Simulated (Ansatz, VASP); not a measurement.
Given: the input of a run of VASP 6.6.1 on Ge.

File INCAR:

```
SYSTEM = Ge
  PREC = Accurate
  ENCUT = 520
  EDIFF = 1E-6
  ISMEAR = 0
  SIGMA = 0.013000000000000001
  LREAL = .FALSE.
  LASPH = .TRUE.
  NELM = 80
  ALGO = Normal
  ISIF = 2
  LWAVE = .FALSE.
  LCHARG = .TRUE.
  GGA = PE
  LELF = .TRUE.
  LVHAR = .TRUE.
  NBANDS = 13
```

File KPOINTS:

```
regular mesh
0
G
  11 11 10
  0 0 0
```

Contents of POSCAR:

```
Ge
1.0
    1.3971490000     -2.6005160000      0.0000000000
    1.3971490000      2.6005160000      0.0000000000
    0.0000000000      0.0000000000      2.6982310000
Ge
1
Direct
    0.5000000000      0.5000000000      0.0000000000
```

Potentials or basis: VASP PAW PBE potentials, release 64 (Ge_d).

Run with:

```console
$ cat potpaw_PBE.64/Ge_d/POTCAR > POTCAR
$ mpirun -np 1 vasp_std > vasp.out
```

Question: Set up the same calculation for Ansatz 0.2.0. Potentials there: Ansatz PAW.

Answer: As run (the cutoff follows the program's own potentials):

input.yaml

```yaml
crystal:
  lattice:
    - [1.397149, -2.600516, 0.0]
    - [1.397149, 2.600516, 0.0]
    - [0.0, 0.0, 2.698231]
  atoms:
    - { symbol: Ge, position: [0.5, 0.5, 0.0] }
hamiltonian:
  xc: pbe
  pseudopotentials: { kind: paw }
kpoints:
  mp_grid: { grid: [11, 11, 10] }
scf:
  occupations: { method: gaussian, width: 0.013 }
output:
  forces: true
  stress: true
  eigenvalues: true
```

Potentials or basis: Ansatz PAW.

Command:

```console
$ ansatz run input.yaml --threads 2 --pin off --max-ram 5632MiB --backend cpu --events-out ev --progress --plain --runs-dir out
```

Both were run:

|  | VASP | Ansatz | Ansatz less VASP |
| --- | --- | --- | --- |
| gap on the k mesh at the Fermi level (eV) | none | none | - |
| pressure (GPa) | -0.8 | -0.7 | +0.19 |
| largest component of the traceless stress (GPa) | 2.14 | 2.15 | +0.010 |

A gap of «none» marks a metal or a gap that the smearing closes.
